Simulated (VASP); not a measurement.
Runs of VASP 6.6.1 on GaN. It takes space group P6_3mc (No. 186, hexagonal). The conventional cell has a = 3.180 Å, b = 3.180 Å, c = 5.166 Å, α = 90.00°, β = 90.00°, γ = 120.00°. Ga (site symmetry 3m) has 4 N at 1.94 to 1.95 Å as nearest neighbours. N (site symmetry 3m) has 4 Ga at 1.94 to 1.95 Å as nearest neighbours. 

```csv
level,potentials or basis,k mesh,cutoff (eV),further INCAR settings,gap on the mesh (eV),pressure (GPa),largest force (eV/Å)
PBEsol,"VASP PAW PBE potentials, release 64 (Ga, N)",8 × 8 × 5,500,ALGO = Fast; EDIFF = 1e-07,2.00,(c),0.17
r2SCAN,"VASP PAW PBE potentials, release 64 (Ga_d, N)",8 × 8 × 5,520,ALGO = Normal; EDIFF = 1e-07,2.38,2.2,(b)
PBEsol,"VASP PAW PBE potentials, release 64 (Ga_d, N)",8 × 8 × 5,700,ALGO = Fast; EDIFF = 1e-07,1.93,0.8,0.13
PBEsol,"VASP PAW PBE potentials, release 64 (Ga_d, N)",8 × 8 × 5,600,ALGO = Fast; EDIFF = 1e-07,1.93,(a),0.13
PBEsol,"VASP PAW PBE potentials, release 64 (Ga_d, N)",12 × 12 × 7,520,ALGO = Fast; EDIFF = 1e-07,1.93,0.7,0.13
```

Alike in all rows: task electric field gradients; no spin polarisation; cell as given; smearing fermi-dirac 0.02 eV.

**Question.** Estimate the missing entries.

**Answer.** (a) 0.6; (b) 0.14; (c) 8.0.

Caveats: the PAW data sets were made with another functional, which shifts forces and pressure a little.

A k mesh can miss the band edges, and the runs leave out spin-orbit coupling on Ga.

The runs don't all hold the same shells in valence.

Runs at the PBE level aren't shown here.
